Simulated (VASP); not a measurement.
# SnTe (Fm-3m) in VASP: notebook

Runs on SnTe. Level: PBE. Tasks: single point.

All numbers are computed with VASP 6.6.1; they aren't measurements. Logs are shortened: lines on timing, memory, paths and dates and some standing lists are left out, and cuts for length are marked.

**The experiment to reproduce.**

From a printed reference work, textbook, for a bulk crystal of SnTe at 300 K: band gap 0.18 eV (direct).

How close the calculation comes is told below.

## Step 1: The cell of the first run

It takes space group Fm-3m (No. 225, cubic). The conventional cell has a = 6.413 Å, b = 6.413 Å, c = 6.413 Å, α = 90.00°, β = 90.00°, γ = 90.00°. Within 4.2 Å of Sn (site symmetry m-3m) lie 6 Te at 3.21 Å. Te (site symmetry m-3m) has 6 Sn at 3.21 Å within 4.2 Å.

## Step 2: Single point, PBE

File INCAR:

```
SYSTEM = SnTe
PREC = Accurate
ENCUT = 520
EDIFF = 1E-6
ISMEAR = 0
SIGMA = 0.01
LREAL = .FALSE.
LASPH = .TRUE.
NELM = 80
ALGO = Normal
ISIF = 2
LWAVE = .FALSE.
LCHARG = .FALSE.
GGA = PE
NBANDS = 17
```

File KPOINTS:

```
regular mesh
0
G
  10 10 10
  0 0 0
```

File POSCAR:

```
SnTe
1.0
    0.0000000000      3.2064870538      3.2064870538
    3.2064870538      0.0000000000      3.2064870538
    3.2064870538      3.2064870538      0.0000000000
Sn Te
1 1
Direct
    0.0000000000      0.0000000000      0.0000000000
    0.5000000000      0.5000000000      0.5000000000
```

Potentials or basis: VASP PAW PBE potentials, release 64 (Sn_d, Te).

Launch:

```
$ cat potpaw_PBE.64/Sn_d/POTCAR potpaw_PBE.64/Te/POTCAR > POTCAR
$ mpirun -np 1 vasp_std > vasp.out
```

OUTCAR:

```text
SYSTEM = SnTe
   PREC = Accurate
   ENCUT = 520
   EDIFF = 1E-6
   ISMEAR = 0
   LREAL = .FALSE.
   LASPH = .TRUE.
   NELM = 80
   ISIF = 2
   GGA = PE

 ion  position               nearest neighbor table
   1  0.000  0.000  0.000-   2 3.21   2 3.21   2 3.21   2 3.21   2 3.21   2 3.21
   2  0.500  0.500  0.500-   1 3.21   1 3.21   1 3.21   1 3.21   1 3.21   1 3.21

  LATTYP: Found a face centered cubic cell.
 ALAT       =     6.4129741076

  Lattice vectors:

 A1 = (   0.0000000000,   3.2064870538,   3.2064870538)
 A2 = (   3.2064870538,   0.0000000000,   3.2064870538)
 A3 = (   3.2064870538,   3.2064870538,   0.0000000000)

Analysis of symmetry for initial positions (statically):
=====================================================================
 Subroutine PRICEL returns:
 Original cell was already a primitive cell.

 Routine SETGRP: Setting up the symmetry group for a
 face centered cubic supercell.

 Subroutine GETGRP returns: Found 48 space group operations
 (whereof 48 operations were pure point group operations)
 out of a pool of 48 trial point group operations.

The static configuration has the point symmetry O_h .

Analysis of symmetry for dynamics (positions and initial velocities):
=====================================================================
 Subroutine PRICEL returns:
 Original cell was already a primitive cell.

 Routine SETGRP: Setting up the symmetry group for a
 face centered cubic supercell.

 Subroutine GETGRP returns: Found 48 space group operations
 (whereof 48 operations were pure point group operations)
 out of a pool of 48 trial point group operations.

The dynamic configuration has the point symmetry O_h .

 Subroutine INISYM returns: Found 48 space group operations
 (whereof 48 operations are pure point group operations),
 and found     1 'primitive' translations

----------------------------------------------------------------------------------------

                                     Primitive cell

  volume of cell :      65.9354

  direct lattice vectors                    reciprocal lattice vectors
     0.000000000  3.206487054  3.206487054    -0.155933890  0.155933890  0.155933890
     3.206487054  0.000000000  3.206487054     0.155933890 -0.155933890  0.155933890
     3.206487054  3.206487054  0.000000000     0.155933890  0.155933890 -0.155933890

  length of vectors
     4.534657479  4.534657479  4.534657479     0.270085420  0.270085420  0.270085420

  position of ions in fractional coordinates (direct lattice)
     0.000000000  0.000000000  0.000000000
     0.500000000  0.500000000  0.500000000

  ion indices of the primitive-cell ions
   primitive index   ion index
                 1           1
                 2           2

----------------------------------------------------------------------------------------

 KPOINTS: regular mesh

Automatic generation of k-mesh.
 Grid dimensions read from file:
 generate k-points for:   10   10   10

 Generating k-lattice:

  Cartesian coordinates                     Fractional coordinates (reciprocal lattice)
    -0.015593389  0.015593389  0.015593389     0.100000000  0.000000000  0.000000000
     0.015593389 -0.015593389  0.015593389     0.000000000  0.100000000  0.000000000
     0.015593389  0.015593389 -0.015593389     0.000000000  0.000000000  0.100000000

  Length of vectors
     0.027008542  0.027008542  0.027008542

  Shift w.r.t. Gamma in fractional coordinates (k-lattice)
     0.000000000  0.000000000  0.000000000

 Subroutine IBZKPT returns following result:
 ===========================================

 Found     47 irreducible k-points:

 Following reciprocal coordinates:
            Coordinates               Weight
  0.000000  0.000000  0.000000      1.000000
  0.100000  0.000000  0.000000      8.000000
  0.200000  0.000000  0.000000      8.000000
  0.300000  0.000000  0.000000      8.000000
  0.400000  0.000000  0.000000      8.000000
  0.500000  0.000000  0.000000      4.000000
[... 16 lines left out ...]
  0.300000  0.300000  0.000000      6.000000
  0.400000  0.300000  0.000000     24.000000
 [... further k-points ...]
   k-points           NKPTS =     47   k-points in BZ     NKDIM =     47   number of bands    NBANDS=     17
   number of dos      NEDOS =    301   number of ions     NIONS =      2
   total plane-waves  NPLWV =  46656
   dimension x,y,z NGX =    36 NGY =   36 NGZ =   36
   dimension x,y,z NGXF=    72 NGYF=   72 NGZF=   72
   ions per type =               1   1
   NGX,Y,Z   is equivalent  to a cutoff of  13.20, 13.20, 13.20 a.u.
   NGXF,Y,Z  is equivalent  to a cutoff of  26.40, 26.40, 26.40 a.u.
 SYSTEM =  SnTe
   PREC   = accura    normal or accurate (medium, high low for compatibility)
   ISTART =      0    job   : 0-new  1-cont  2-samecut
   ICHARG =      2    charge: 1-file 2-atom 10-const
   ISPIN  =      1    spin polarized calculation?
   LNONCOLLINEAR =      F non collinear calculations
   LSORBIT =      F    spin-orbit coupling
   LASPH  =      T    aspherical Exc in radial PAW
   ENCUT  =  520.0 eV  38.22 Ry    6.18 a.u.   8.43  8.43  8.43*2*pi/ulx,y,z
   NELM   =     80;   NELMIN=  2; NELMDL= -5     # of ELM steps
   EDIFF  = 0.1E-05   stopping-criterion for ELM
   LREAL  =      F    real-space projection
   EDIFFG = 0.1E-04   stopping-criterion for IOM
   NSW    =      0    number of steps for IOM
   IBRION =     -1    ionic relax: 0-MD 1-quasi-New 2-CG
   NFREE  =      0    steps in history (QN), initial steepest desc. (CG)
   ISIF   =      2    stress and relaxation
   ISYM   =      2    0-nonsym 1-usesym 2-fastsym
   POTIM  = 0.5000    time-step for ionic-motion
   TEBEG  =    0.0;   TEEND  =   0.0 temperature during run
   PSTRESS=    0.0 pullay stress
   NELECT =      20.0000    total number of electrons
   NUPDOWN=      -1.0000    fix difference up-down
   EMIN   =  10.00;   EMAX   =-10.00  energy-range for DOS
   EFERMI =   0.00;   METHOD = LEGACY
   ISMEAR =     0;   SIGMA  =   0.01  broadening in eV -4-tet -1-fermi 0-gaus
   EFERMI_NEDOS =   21; number of points for ismear=-14 and -15
   IALGO  =     38    algorithm
   IMIX   =      4    mixing-type and parameters
     AMIX     =   0.40;   BMIX     =  1.00
     AMIX_MAG =   1.60;   BMIX_MAG =  1.00
  volume/ion in A,a.u.               =      32.97       222.48
  Fermi-wavevector in a.u.,A,eV,Ry     =   1.099965  2.078632 16.461987  1.209922
  Thomas-Fermi vector in A             =   2.236368
   LORBIT       =      0    0 simple, 1 ext, 2 COOP (PROOUT), +10 PAW based schemes
   GGA     = PE    functional components
   LHFCALC =     F    Hartree Fock is set to
   AEXX    =    0.0000 exact exchange contribution
   IVDW    =     0    specifies the selected vdW correction
   LEPSILON=     F    determine dielectric tensor
   LRPA    =     F    only Hartree local field effects (RPA)
 non-spin polarized calculation
 Gauss-broadening in eV      SIGMA  =   0.01
  energy-cutoff  :      520.00
  volume of cell :       65.94
 maximum number of plane-waves:      1807
 NGX is ok and might be reduce to    36
   NGX = 17   NGY = 17   NGZ = 17

 number of electron      20.0000005 magnetization

 Free energy of the ion-electron system (eV)
  ---------------------------------------------------
  ext. energy  EPLUGINS =         0.00000000
  ---------------------------------------------------
  free energy    TOTEN  =        -7.56494357 eV

  energy without entropy =       -7.56494355  energy(sigma->0) =       -7.56494356

 E-fermi :   6.3338     XC(G=0):  -9.2594

 val. band max:        6.3060973661   @ k =   0.5000   0.0000   0.0000
 cond. band min:       6.3615997261   @ k =   0.5000   0.0000   0.0000
 fundamental gap:      0.0555023600
 Fermi energy:         6.3338485419

 k-point     1 :       0.0000    0.0000    0.0000
  band No.  band energies     occupation
      1     -15.5707      2.00000
      2     -15.5707      2.00000
      3     -15.5678      2.00000
      4     -15.5678      2.00000
      5     -15.5678      2.00000
      6      -6.1089      2.00000
[... 9 lines left out ...]
     16      11.1610      0.00000
     17      13.1377      0.00000

 k-point     2 :       0.1000    0.0000    0.0000
  band No.  band energies     occupation
      1     -15.5710      2.00000
      2     -15.5710      2.00000
      3     -15.5676      2.00000
      4     -15.5673      2.00000
      5     -15.5673      2.00000
      6      -6.0310      2.00000
[... 9 lines left out ...]
     16      11.3600      0.00000
     17      13.7441      0.00000

 k-point     3 :       0.2000    0.0000    0.0000
  band No.  band energies     occupation
      1     -15.5719      2.00000
      2     -15.5719      2.00000
      3     -15.5673      2.00000
      4     -15.5660      2.00000
      5     -15.5660      2.00000
      6      -5.8067      2.00000
[... 9 lines left out ...]
     16      11.9183      0.00000
     17      15.1108      0.00000

 k-point     4 :       0.3000    0.0000    0.0000
  band No.  band energies     occupation
      1     -15.5733      2.00000
      2     -15.5733      2.00000
      3     -15.5668      2.00000
      4     -15.5641      2.00000
      5     -15.5641      2.00000
      6      -5.4725      2.00000
[... 9 lines left out ...]
     16      12.7996      0.00000
     17      16.7862      0.00000
[... 343 lines left out ...]
      1     -15.5735      2.00000
      2     -15.5732      2.00000
      3     -15.5664      2.00000
      4     -15.5647      2.00000
      5     -15.5634      2.00000
      6      -5.3660      2.00000
[... 9 lines left out ...]
     16      14.2877      0.00000
     17      14.7316      0.00000

 k-point    23 :       0.3000    0.3000    0.0000
  band No.  band energies     occupation
      1     -15.5787      2.00000
      2     -15.5697      2.00000
      3     -15.5682      2.00000
      4     -15.5623      2.00000
      5     -15.5623      2.00000
      6      -5.2868      2.00000
[... 9 lines left out ...]
     16      14.8151      0.00000
     17      14.8164      0.00000

 k-point    24 :       0.4000    0.3000    0.0000
  band No.  band energies     occupation
      1     -15.5801      2.00000
      2     -15.5696      2.00000
      3     -15.5683      2.00000
      4     -15.5613      2.00000
      5     -15.5610      2.00000
      6      -5.0383      2.00000
[... 9 lines left out ...]
     16      15.3892      0.00000
     17      15.8385      0.00000

 [... further k-points ...]
[... 5 lines left out ...]
  --------------------------------------------------------------------------------------
  -------------------------------------------------------------------------------------
  Total       -0.0424035     -0.0424035     -0.0424035     -0.0000000      0.0000000     -0.0000000
  in kB       -1.0303706     -1.0303706     -1.0303706     -0.0000000      0.0000000     -0.0000000
  external PRESSURE =      -1.0303706 kB  Pullay stress =       0.0000000 kB

 VOLUME and BASIS-vectors are now :
 -----------------------------------------------------------------------------
  energy-cutoff  :      520.00
  volume of cell :       65.94
      direct lattice vectors                 reciprocal lattice vectors
     0.000000000  3.206487054  3.206487054    -0.155933890  0.155933890  0.155933890
     3.206487054  0.000000000  3.206487054     0.155933890 -0.155933890  0.155933890
     3.206487054  3.206487054  0.000000000     0.155933890  0.155933890 -0.155933890

 POSITION                                       TOTAL-FORCE (eV/Angst)
 -----------------------------------------------------------------------------------
      0.00000      0.00000      0.00000         0.000000      0.000000      0.000000
      3.20649      3.20649      3.20649         0.000000      0.000000      0.000000
 -----------------------------------------------------------------------------------
    total drift:                               -0.000000      0.000000      0.000000

  FREE ENERGIE OF THE ION-ELECTRON SYSTEM (eV)
  ---------------------------------------------------
  free  energy   TOTEN  =        -7.5649435674 eV

  energy  without entropy=       -7.5649435470  energy(sigma->0) =       -7.56494356
```

It took 33 s on 1 thread of AMD EPYC 9R14 (Zen 4), shared host; peak memory 0.2 GiB.

Results:

| Property | Result |
| --- | --- |
| Free energy | -7.5649 eV |
| Pressure | -0.1 GPa |
| Band gap on the k mesh | 0.06 eV |

Levels at points of the mesh, in eV from the valence-band top:
```csv
k point,band 6,band 7,band 8,band 9,band 10,band 11,band 12,band 13,band 14,band 15
"(0.00, 0.00, 0.00)",-12.41,-4.87,-1.99,-1.99,-1.99,3.25,3.25,3.25,4.85,4.85
"(0.50, 0.00, 0.00)",-11.26,-8.06,-1.67,-1.67,0.00,0.06,0.46,0.46,7.67,8.59
"(0.50, 0.50, 0.00)",-11.01,-6.42,-5.20,-3.48,-3.48,2.39,4.68,4.68,6.01,8.87
```

Caveat: spin-orbit coupling is left out, which moves the levels of the heavy elements.

## Step 3: Single point, PBE (33.96 Å³/atom)

This run uses another cell than the first one, of 33.96 Å³/atom.

File INCAR:

```
PREC     = Accurate       # precision mode
ENCUT    = 520            # plane-wave cutoff, eV
EDIFF    = 1E-6           # SCF threshold, eV
ISMEAR   = 0              # smearing method
SIGMA    = 0.01           # smearing width, eV
LREAL    = F              # projectors in reciprocal space
LASPH    = T              # aspherical terms in the spheres
NELM     = 100            # most SCF steps
ALGO     = Normal         # electronic algorithm
ISIF     = 2              # what is computed and relaxed
LWAVE    = F              # write WAVECAR
LCHARG   = T              # write CHGCAR
GGA      = PE             # functional
LELF     = T              # ELF
LVHAR    = T            
NBANDS   = 17             # bands
```

File KPOINTS:

```
Automatic mesh
0
Gamma
  10 10 10
```

File POSCAR:

```
SnTe
1.0
    0.0000000000      3.2382365152      3.2382365152
    3.2382365152      0.0000000000      3.2382365152
    3.2382365152      3.2382365152      0.0000000000
Sn Te
1 1
Direct
    0.0000000000      0.0000000000      0.0000000000
    0.5000000000      0.5000000000      0.5000000000
```

Potentials or basis: VASP PAW PBE potentials, release 64 (Sn_d, Te).

Launch:

```
$ cat potpaw_PBE.64/Sn_d/POTCAR potpaw_PBE.64/Te/POTCAR > POTCAR
$ mpirun -np 1 vasp_std > vasp.out
```

OUTCAR:

```text
PREC = Accurate
   ENCUT = 520
   EDIFF = 1E-6
   ISMEAR = 0
   LREAL = F
   LASPH = T
   NELM = 100
   ISIF = 2
   GGA = PE

 ion  position               nearest neighbor table
   1  0.000  0.000  0.000-   2 3.24   2 3.24   2 3.24   2 3.24   2 3.24   2 3.24
   2  0.500  0.500  0.500-   1 3.24   1 3.24   1 3.24   1 3.24   1 3.24   1 3.24

  LATTYP: Found a face centered cubic cell.
 ALAT       =     6.4764730304

  Lattice vectors:

 A1 = (   0.0000000000,   3.2382365152,   3.2382365152)
 A2 = (   3.2382365152,   0.0000000000,   3.2382365152)
 A3 = (   3.2382365152,   3.2382365152,   0.0000000000)

Analysis of symmetry for initial positions (statically):
=====================================================================
 Subroutine PRICEL returns:
 Original cell was already a primitive cell.

 Routine SETGRP: Setting up the symmetry group for a
 face centered cubic supercell.

 Subroutine GETGRP returns: Found 48 space group operations
 (whereof 48 operations were pure point group operations)
 out of a pool of 48 trial point group operations.

The static configuration has the point symmetry O_h .

[... 154 lines left out ...]
  ---------------------------------------------------
  ext. energy  EPLUGINS =         0.00000000
  ---------------------------------------------------
  free energy    TOTEN  =        -7.55736179 eV

  energy without entropy =       -7.55736179  energy(sigma->0) =       -7.55736179

 E-fermi :   5.9713     XC(G=0):  -9.1295

 val. band max:        5.8967578480   @ k =   0.5000   0.0000   0.0000
 cond. band min:       6.0313319630   @ k =   0.5000   0.0000   0.0000
 fundamental gap:      0.1345741149
 Fermi energy:         5.9713196371

 k-point     1 :       0.0000    0.0000    0.0000
  band No.  band energies     occupation
      1     -15.9159      2.00000
      2     -15.9159      2.00000
      3     -15.9144      2.00000
      4     -15.9143      2.00000
      5     -15.9143      2.00000
      6      -6.2546      2.00000
[... 457 lines left out ...]
      4     -15.9087      2.00000
      5     -15.9084      2.00000
      6      -5.2482      2.00000
[... 9 lines left out ...]
     16      14.9371      0.00000
     17      15.4186      0.00000

 [... further k-points ...]
[... 5 lines left out ...]
  --------------------------------------------------------------------------------------
  -------------------------------------------------------------------------------------
  Total       -0.5188080     -0.5188080     -0.5188080      0.0000000      0.0000000      0.0000000
  in kB      -12.2394397    -12.2394397    -12.2394397      0.0000000      0.0000000      0.0000000
  external PRESSURE =     -12.2394397 kB  Pullay stress =       0.0000000 kB

 VOLUME and BASIS-vectors are now :
 -----------------------------------------------------------------------------
  energy-cutoff  :      520.00
  volume of cell :       67.91
      direct lattice vectors                 reciprocal lattice vectors
     0.000000000  3.238236515  3.238236515    -0.154405028  0.154405028  0.154405028
     3.238236515  0.000000000  3.238236515     0.154405028 -0.154405028  0.154405028
     3.238236515  3.238236515  0.000000000     0.154405028  0.154405028 -0.154405028

 POSITION                                       TOTAL-FORCE (eV/Angst)
 -----------------------------------------------------------------------------------
      0.00000      0.00000      0.00000         0.000000     -0.000000      0.000000
      3.23824      3.23824      3.23824        -0.000000      0.000000     -0.000000
 -----------------------------------------------------------------------------------
    total drift:                               -0.000000      0.000000      0.000000

  FREE ENERGIE OF THE ION-ELECTRON SYSTEM (eV)
  ---------------------------------------------------
  free  energy   TOTEN  =        -7.5573617865 eV

  energy  without entropy=       -7.5573617865  energy(sigma->0) =       -7.55736179
```

It took 35 s on 1 thread of AMD EPYC 9R14 (Zen 4), shared host; peak memory 0.2 GiB.

What came out:

| Property | Result |
| --- | --- |
| Free energy | -7.5574 eV |
| Pressure | -1.2 GPa |
| Band gap on the k mesh | 0.13 eV |

Levels at points of the mesh, in eV from the valence-band top:
```tsv
k point	band 6	band 7	band 8	band 9	band 10	band 11	band 12	band 13	band 14	band 15
(0.00, 0.00, 0.00)	-12.15	-4.91	-1.85	-1.85	-1.85	3.24	3.24	3.24	4.97	4.97
(0.50, 0.00, 0.00)	-11.07	-7.85	-1.54	-1.54	0.00	0.13	0.56	0.56	7.67	8.55
(0.50, 0.50, 0.00)	-10.84	-6.34	-4.94	-3.28	-3.28	2.56	4.60	4.60	5.86	8.86
```

Caveat: spin-orbit coupling is left out, which moves the levels of the heavy elements.

[end of part 1 of 2]
